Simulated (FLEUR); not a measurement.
# TiSi2 (Immm) in FLEUR: further runs

The runs below take TiSi2 through equation of state, band structure, with PBEsol.

All numbers are computed with FLEUR MaX-R8.1 (later development tree); they aren't measurements. Logs are shortened: lines on timing, memory, paths and dates and some standing lists are left out, and cuts for length are marked.

**1. Starting point**

It takes space group Immm (No. 71, orthorhombic). Conventional cell: a = 2.946 Å, b = 3.424 Å, c = 8.424 Å, α = 90.00°, β = 90.00°, γ = 90.00°. Ti (site symmetry mmm) is surrounded by 10 Si at 2.67 to 2.78 Å and 2 Ti at 2.95 Å. Si (site symmetry mm2) is surrounded by 7 Si at 2.63 to 2.95 Å and 5 Ti at 2.67 to 2.78 Å.

The cell comes from a database or a generator and needn't be the stable form of this composition.

**2. Equation of state, PBEsol, 13.31 Å³/atom (volume scaled by 0.94)**

Contents of inp.xml:

```xml
<?xml version="1.0" encoding="UTF-8" standalone="no"?>
<fleurInput fleurInputVersion="0.39">
   <comment>
      TiSi2                                                                                               
   </comment>
   <calculationSetup>
      <cutoffs Kmax="4.39" Gmax="13.6" GmaxXC="13.6" numbands="0"/>
      <scfLoop itmax="60" minDistance="0.00001" maxIterBroyd="15" imix="Anderson" alpha="0.05" precondParam="0.0" spinf="2.0" sdNocoIR="T"/>
      <coreElectrons ctail="T" frcor="F" kcrel="0" coretail_lmax="0"/>
      <xcFunctional name="PBEs" relativisticCorrections="F"/>
      <magnetism jspins="1"/>
      <soc l_soc="F" theta="0.0" phi="0.0" spav="F"/>
      <expertModes spex="0" secvar="F"/>
      <geometryOptimization l_f="F" forcealpha="1.0" forcemix="BFGS" epsdisp="0.0005" epsforce="0.0002"/>
      <ldaU l_linMix="F" mixParam="0.05" spinf="1.0"/>
   </calculationSetup>
   <cell>
      <bzIntegration valenceElectrons="36.0" mode="hist" fermiSmearingEnergy="0.00183747">
         <kPointListSelection listName="default-1"/>
         <!-- k-points included here -->
         <xi:include xmlns:xi="http://www.w3.org/2001/XInclude" href="kpts.xml"> </xi:include>
      </bzIntegration>
      <!-- symmetry operations included here -->
      <xi:include xmlns:xi="http://www.w3.org/2001/XInclude" href="sym.xml"> </xi:include>
      <bulkLattice scale="0.9795861087">
         <bravaisMatrix>
            <row-1>   -2.7833246965918508     3.2354567897113977     7.9596832840835408</row-1>
            <row-2>    2.7833246965918508    -3.2354567897113977     7.9596832840835408</row-2>
            <row-3>    2.7833246965918508     3.2354567897113977    -7.9596832840835408</row-3>
         </bravaisMatrix>
      </bulkLattice>
   </cell>
   <atomSpecies>
      <species name="Titanium (Ti)" element="Ti" atomicNumber="22">
         <mtSphere radius="2.31" gridPoints="787" logIncrement="0.015"/>
         <atomicCutoffs lmax="10" lnonsphr="10"/>
         <electronConfig flipSpins="F">
            <coreConfig>(1s1/2) (2s1/2) (2p1/2) (2p3/2)</coreConfig>
            <valenceConfig>(3s1/2) (3p1/2) (3p3/2) (4s1/2) (3d3/2) (3d5/2)</valenceConfig>
            <stateOccupation state="(3d3/2)" spinUp="0.400000" spinDown="0.400000"/>
            <stateOccupation state="(3d5/2)" spinUp="0.600000" spinDown="0.600000"/>
         </electronConfig>
         <energyParameters s="4" p="4" d="3" f="4"/>
         <lo type="SCLO" l="0" n="3" eDeriv="0"/>
         <lo type="SCLO" l="1" n="3" eDeriv="0"/>
         <lo type="SCLO" l="1" n="3" eDeriv="1"/>
         <lo type="SCLO" l="2" n="3" eDeriv="2"/>
         <lo type="SCLO" l="3" n="4" eDeriv="2"/>
      </species>
      <species name="Silicon (Si)" element="Si" atomicNumber="14">
         <mtSphere radius="2.23" gridPoints="761" logIncrement="0.015"/>
         <atomicCutoffs lmax="9" lnonsphr="9"/>
         <electronConfig flipSpins="F">
            <coreConfig>(1s1/2)</coreConfig>
            <valenceConfig>(2s1/2) (2p1/2) (2p3/2) (3s1/2) (3p1/2) (3p3/2)</valenceConfig>
            <stateOccupation state="(3p1/2)" spinUp="0.333333" spinDown="0.333333"/>
            <stateOccupation state="(3p3/2)" spinUp="0.666667" spinDown="0.666667"/>
         </electronConfig>
         <energyParameters s="3" p="3" d="3" f="4"/>
         <lo type="SCLO" l="0" n="2" eDeriv="0"/>
         <lo type="SCLO" l="1" n="2" eDeriv="0"/>
         <lo type="SCLO" l="2" n="3" eDeriv="2"/>
         <lo type="SCLO" l="3" n="4" eDeriv="2"/>
      </species>
   </atomSpecies>
   <atomGroups>
      <atomGroup species="Titanium (Ti)">
         <relPos label="                   1">.0000000000 .0000000000 .0000000000</relPos>
         <force calculate="T" relaxXYZ="TTT"/>
      </atomGroup>
      <atomGroup species="Silicon (Si)">
         <relPos label="                   2">-.3299220000 -.3299220000 .0000000000</relPos>
         <relPos label="                   3">.3299220000 .3299220000 .0000000000</relPos>
         <force calculate="T" relaxXYZ="TTT"/>
      </atomGroup>
   </atomGroups>
   <output dos="F" band="F" slice="F">
      <checks vchk="F" cdinf="F"/>
      <bandDOS minEnergy="-.5*Htr" maxEnergy="0.5*Htr" sigma="0.015" storeEVData="T"/>
      <vacuumDOS vacdos="F" integ="F" star="F" nstars="0" locx1="0.0" locy1="0.0" locx2="0.0" locy2="0.0" nstm="0" tworkf="0.0"/>
      <unfoldingBand unfoldBand="F" supercellX="1" supercellY="1" supercellZ="1"/>
      <plotting iplot="0" polar="F">
         <plot TwoD="T" vec1="  1.0  0.0  0.0" vec2="  0.0  1.0  0.0" vec3="  0.0  0.0  1.0" zero="  0.0  0.0  0.0" file="plot"/>
      </plotting>
      <chargeDensitySlicing numkpt="0" minEigenval="0.0" maxEigenval="0.0" nnne="0" pallst="F"/>
      <specialOutput eonly="F"/>
      <moessbauerParams electricFieldGradient="T" isomerShift="T" coreHyperfine="T" valenceHyperfine="T"/>
      <magneticCircularDichroism mcd="F" energyLo="-10.0" energyUp="0.0"/>
   </output>
  <!-- We include the file relax.xml here to enable relaxations (see documentation) -->
  <xi:include xmlns:xi="http://www.w3.org/2001/XInclude" href="relax.xml"> <xi:fallback/> </xi:include>
</fleurInput>
```

Potentials or basis: all-electron, FLAPW.

Launch:

```
> inpgen -f crystal.txt -profile fastHighL
> # inp.xml edited to the form shown
> fleur_MPI
```

The program printed:

```text
Welcome to FLEUR        (www.flapw.de)
      MaX-Release 8.1          (www.max-centre.eu)

 ========== k-point set info ==========
 Selected k-point list: default-1
 k-point list type: mesh
 12 x 12 x 12
 Number of k points: 280

 ------------Calculation Setup---------------------------
 Number of MPI-tasks      :            1
 Number of PE/node        :            1
 Number of OMP-threads    :            1
 Most efficient MPI parallelization for:
           1           2           4           5           7           8          10          14          20          28          35          40          56          70         140         280
 Additional eigenvalue parallelization possible
 Number of basis functions:          507
 Approximate size of matrices (H+S) per k-point:         0.004 GB
 --------------------------------------------------------
 Iteration:     1   Distance:       5.82419075 me/bohr^3
 Iteration:     2   Distance:       5.43175397 me/bohr^3
 Iteration:     3   Distance:       2.09178400 me/bohr^3
 Iteration:     4   Distance:       1.47114726 me/bohr^3
 Iteration:     5   Distance:       0.84792381 me/bohr^3
 Iteration:     6   Distance:       0.26282456 me/bohr^3
 Iteration:     7   Distance:       0.06935946 me/bohr^3
 Iteration:     8   Distance:       0.06064000 me/bohr^3
 Iteration:     9   Distance:       0.00663617 me/bohr^3
 Iteration:    10   Distance:       0.00311408 me/bohr^3
 Iteration:    11   Distance:       0.00144608 me/bohr^3
 Iteration:    12   Distance:       0.00019777 me/bohr^3
 Iteration:    13   Distance:       0.00014367 me/bohr^3
 Iteration:    14   Distance:       0.00002606 me/bohr^3
 Iteration:    15   Distance:       0.00000408 me/bohr^3

 ********************************************************************
 Run finished successfully
 Stop message:
   all done
 ********************************************************************
```

Wall time 4.8 min (1 thread of Intel Xeon Platinum 8488C (Sapphire Rapids), shared host); peak memory 0.11 GiB.

Results:

```
Free energy                                           : -38965.2523 eV
Band gap on the k mesh                                : none (metal or under the smearing width)
Valence electrons inside the program's atomic spheres : Ti 10.39; Si 10.40 (radii Ti 2.31, Si 2.23 bohr)
```

**3. Equation of state, PBEsol, 13.60 Å³/atom (volume scaled by 0.96)**

Changes to inp.xml since step 2:

```diff
@@ -24,3 +24,3 @@
       <xi:include xmlns:xi="http://www.w3.org/2001/XInclude" href="sym.xml"> </xi:include>
-      <bulkLattice scale="0.9795861087">
+      <bulkLattice scale="0.9864848297">
          <bravaisMatrix>
```

Potentials or basis: all-electron, FLAPW.

Launch:

```
> inpgen -f crystal.txt -profile fastHighL
> # inp.xml edited to the form shown
> fleur_MPI
```

Run time: 5 min. Hardware: 1 thread of Intel Xeon Platinum 8488C (Sapphire Rapids), shared host; peak memory 0.11 GiB.

The run converged. Its results:

| Quantity | Value |
| --- | --- |
| Free energy | -38965.2740 eV |
| Band gap on the k mesh | none (metal or under the smearing width) |
| Valence electrons inside the program's atomic spheres | Ti 10.36; Si 10.37 (radii Ti 2.31, Si 2.23 bohr) |

**4. Equation of state, PBEsol, 13.88 Å³/atom (volume scaled by 0.98)**

Changes to inp.xml since step 3:

```diff
@@ -24,3 +24,3 @@
       <xi:include xmlns:xi="http://www.w3.org/2001/XInclude" href="sym.xml"> </xi:include>
-      <bulkLattice scale="0.9864848297">
+      <bulkLattice scale="0.9932883884">
          <bravaisMatrix>
```

Launch:

```
> inpgen -f crystal.txt -profile fastHighL
> # inp.xml edited to the form shown
> fleur_MPI
```

Run time: 5.5 min. Hardware: 1 thread of Intel Xeon Platinum 8488C (Sapphire Rapids), shared host; peak memory 0.11 GiB.

Results (log left out):

```
Free energy                                           : -38965.2780 eV
Band gap on the k mesh                                : none (metal or under the smearing width)
Valence electrons inside the program's atomic spheres : Ti 10.32; Si 10.35 (radii Ti 2.31, Si 2.23 bohr)
```

**5. Equation of state, PBEsol, 14.16 Å³/atom**

Changes to inp.xml since step 4:

```diff
@@ -24,3 +24,3 @@
       <xi:include xmlns:xi="http://www.w3.org/2001/XInclude" href="sym.xml"> </xi:include>
-      <bulkLattice scale="0.9932883884">
+      <bulkLattice scale="1.0000000000">
          <bravaisMatrix>
```

Launch:

```
> inpgen -f crystal.txt -profile fastHighL
> # inp.xml edited to the form shown
> fleur_MPI
```

It took 5.9 min on 1 thread of Intel Xeon Platinum 8488C (Sapphire Rapids), shared host; peak memory 0.12 GiB.

The run converged. Its results:

```
Free energy                                           : -38965.2663 eV
Band gap on the k mesh                                : none (metal or under the smearing width)
Valence electrons inside the program's atomic spheres : Ti 10.29; Si 10.32 (radii Ti 2.31, Si 2.23 bohr)
```

**6. Equation of state, PBEsol, 14.45 Å³/atom (volume scaled by 1.02)**

Changes to inp.xml since step 5:

```diff
@@ -24,3 +24,3 @@
       <xi:include xmlns:xi="http://www.w3.org/2001/XInclude" href="sym.xml"> </xi:include>
-      <bulkLattice scale="1.0000000000">
+      <bulkLattice scale="1.0066227096">
          <bravaisMatrix>
```

Potentials or basis: all-electron, FLAPW.

Launch:

```
> inpgen -f crystal.txt -profile fastHighL
> # inp.xml edited to the form shown
> fleur_MPI
```

It took 6.1 min on 1 thread of Intel Xeon Platinum 8488C (Sapphire Rapids), shared host; peak memory 0.11 GiB.

The run converged. Its results:

* Free energy: -38965.2404 eV
* Band gap on the k mesh: none (metal or under the smearing width)
* Valence electrons inside the program's atomic spheres: Ti 10.26; Si 10.30 (radii Ti 2.31, Si 2.23 bohr)

**7. Equation of state, PBEsol, 14.73 Å³/atom (volume scaled by 1.04)**

Changes to inp.xml since step 6:

```diff
@@ -24,3 +24,3 @@
       <xi:include xmlns:xi="http://www.w3.org/2001/XInclude" href="sym.xml"> </xi:include>
-      <bulkLattice scale="1.0066227096">
+      <bulkLattice scale="1.0131594038">
          <bravaisMatrix>
```

Launch:

```
> inpgen -f crystal.txt -profile fastHighL
> # inp.xml edited to the form shown
> fleur_MPI
```

It took 5.5 min on 1 thread of Intel Xeon Platinum 8488C (Sapphire Rapids), shared host; peak memory 0.11 GiB.

Results (log left out):

```
Free energy                                           : -38965.2018 eV
Band gap on the k mesh                                : none (metal or under the smearing width)
Valence electrons inside the program's atomic spheres : Ti 10.24; Si 10.28 (radii Ti 2.31, Si 2.23 bohr)
```

**8. Equation of state, PBEsol, 15.01 Å³/atom (volume scaled by 1.06)**

Changes to inp.xml since step 7:

```diff
@@ -24,3 +24,3 @@
       <xi:include xmlns:xi="http://www.w3.org/2001/XInclude" href="sym.xml"> </xi:include>
-      <bulkLattice scale="1.0131594038">
+      <bulkLattice scale="1.0196128224">
          <bravaisMatrix>
```

Launch:

```
> inpgen -f crystal.txt -profile fastHighL
> # inp.xml edited to the form shown
> fleur_MPI
```

It took 6.7 min on 1 thread of Intel Xeon Platinum 8488C (Sapphire Rapids), shared host; peak memory 0.12 GiB.

The run converged. Its results:

| Quantity | Value |
| --- | --- |
| Free energy | -38965.1518 eV |
| Band gap on the k mesh | none (metal or under the smearing width) |
| Valence electrons inside the program's atomic spheres | Ti 10.21; Si 10.25 (radii Ti 2.31, Si 2.23 bohr) |

**9. Equation of state, PBEsol**

Potentials or basis: all-electron, FLAPW.

No new run: the results of the series are fitted here.

Results:

| Property | Result |
| --- | --- |
| Equilibrium volume | 13.81 Å³/atom |
| Bulk modulus at fixed shape and positions | 149 GPa |
| Pressure derivative of the bulk modulus | 4.3 |

Energy against volume, from the lowest point:
```tsv
volume (Å³/atom)	energy (meV/atom)
13.313	8.59
13.596	1.36
13.879	0.00
14.162	3.91
14.446	12.54
14.729	25.41
15.012	42.08
```

Caveat: the cell was scaled at fixed shape and fractional positions, which overstates the stiffness of a crystal with free parameters, most of all of layers and chains.

(Part 1 of 2 ends here.)
